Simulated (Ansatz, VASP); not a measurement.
AgCl in VASP and in Ansatz

File INCAR:

```
SYSTEM = AgCl
ALGO = Fast ; EDIFF = 1E-6
ENCUT = 520 ; GGA = PE
ISIF = 2 ; ISMEAR = 0
LASPH = .TRUE. ; LCHARG = .FALSE.
LREAL = .FALSE. ; LWAVE = .FALSE.
NBANDS = 16 ; NELM = 100
PREC = Accurate ; SIGMA = 0.02
```

Contents of KPOINTS:

```
k-points
0
G
  8 8 8
  0 0 0
```

POSCAR

```
AgCl
1.0
    0.0031613910      2.6706821075      2.6674652535
    2.7360452530     -0.0402661380      2.7108927825
    2.6837436440      2.6618080275      0.0120354710
Ag Cl
1 1
Direct
    0.5004200999      0.4798730685      0.5285758073
   -0.0004200999      0.0201269315     -0.0285758073
```

Input for Ansatz:

```yaml
crystal:
  lattice:
    - [0.003161391, 2.6706821075, 2.6674652535]
    - [2.736045253, -0.040266138, 2.7108927825]
    - [2.683743644, 2.6618080275, 0.012035471]
  atoms:
    - { symbol: Ag, position: [0.5004200999, 0.4798730685, 0.5285758073] }
    - { symbol: Cl, position: [-0.0004200999, 0.0201269315, -0.0285758073] }
basis:
  ecutwfc: 420
kpoints:
  mp_grid: { grid: [8, 8, 8] }
hamiltonian:
  xc: pbe
scf:
  occupations: { method: gaussian, width: 0.02 }
output:
  forces: true
  stress: true
  eigenvalues: true
  populations: true
```

Change from the starting cell: all atoms moved at random, cell strained at random.

Alike in both runs: task single point; functional PBE; k mesh 8 × 8 × 8; occupations gaussian, width 0.02 eV; no spin polarisation.

|  | VASP | Ansatz |
| --- | --- | --- |
| version | VASP 6.6.1 | Ansatz 0.2.0 |
| potentials or method | VASP PAW PBE potentials, release 64 (Ag, Cl) | scalar-relativistic, plane waves, PAW |
| plane-wave cutoff (eV) | 520 | 420 |
| valence electrons in the cell | 18 | 26 |

VASP gave:

| Item | Value |
| --- | --- |
| gap on the k mesh at the Fermi level (eV) | 0.85 |
| least direct gap on the mesh (eV) | 2.90 |
| pressure (GPa) | 7.9 |
| largest component of the traceless stress (GPa) | 1.18 |
| rms of the force components (eV/Å) | 0.258 |

Question: What did Ansatz give for the same quantities?

Answer: gap on the k mesh at the Fermi level (eV): 0.85; least direct gap on the mesh (eV): 2.91; pressure (GPa): 8.0; largest component of the traceless stress (GPa): 1.19; rms of the force components (eV/Å): 0.259.

Atom by atom the forces differ by 0.002 eV/Å (rms over components). The two sets of potentials don't hold the same shells in valence.

A k mesh can miss the band edges.
